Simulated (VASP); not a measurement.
Write the native input for VASP 6.6.1 that does the following.

| Item | Value |
| --- | --- |
| Task | single point |
| Functional | PBE |
| Potentials or basis | VASP PAW PBE potentials, release 64 (Gd, N) |
| Cutoff | 520 eV |
| k mesh | 8 × 8 × 6 |
| Occupations | fermi-dirac, width 0.05 eV |
| Spin | collinear spin, antiferromagnetic start |
| Starting moments | [7.0, -7.0, 0.0, 0.0] μB |
| Hubbard terms | Gd f U = 8 eV |
| Further INCAR settings | ALGO = Normal; EDIFF = 1e-06 |

The structure of GdN lies in POSCAR:

```
GdN
1.0
    2.5050000000     -2.5050000000      0.0000000000
    2.5050000000      2.5050000000      0.0000000000
    0.0000000000      0.0000000000      5.0100000000
Gd N
2 2
Direct
    0.0000000000      0.0000000000      0.0000000000
    0.5000000000      0.5000000000      0.5000000000
    0.5000000000      0.5000000000      0.0000000000
    0.0000000000      0.0000000000      0.5000000000
```

The cell comes from a database or a generator and needn't be the stable form of this composition.

One way to write it, as run:

INCAR

```
SYSTEM = GdN
PREC = Accurate
ENCUT = 520
EDIFF = 1E-6
ISMEAR = -1
SIGMA = 0.05
LREAL = .False.
LASPH = .True.
NELM = 120
ALGO = Normal
ISIF = 2
LWAVE = .False.
LCHARG = .False.
ISPIN = 2
MAGMOM = 7 -7 0 0
LORBIT = 11
LMAXMIX = 6
LDAU = .True.
LDAUTYPE = 2
LDAUL = 3 -1
LDAUU = 8 0
LDAUJ = 0 0
LDAUPRINT = 1
GGA = PE
```

KPOINTS

```
regular mesh
0
Gamma
  8 8 6
  0 0 0
```

Potentials or basis: VASP PAW PBE potentials, release 64 (Gd, N).

The run is started by

```sh
$ cat potpaw_PBE.64/Gd/POTCAR potpaw_PBE.64/N/POTCAR > POTCAR
$ mpirun -np 1 vasp_std > vasp.out
```

It gave:

```yaml
Pressure: 0.2 GPa
Band_gap_on_the_k_mesh: 0.03 eV
Net_moment: 0.00 μB per cell
Site_moments: Gd +6.87, -6.87; N -0.04, +0.04 μB
Valence_electrons_inside_the_program's_atomic_spheres: Gd 15.21; N 3.63
```

Caveat: spin-orbit coupling is left out, which moves the levels of the heavy elements.

Run time: 6 min on 1 thread of Intel(R) Xeon(R) Platinum 8559C (Emerald Rapids), on a shared host, peak memory 0.33 GiB.
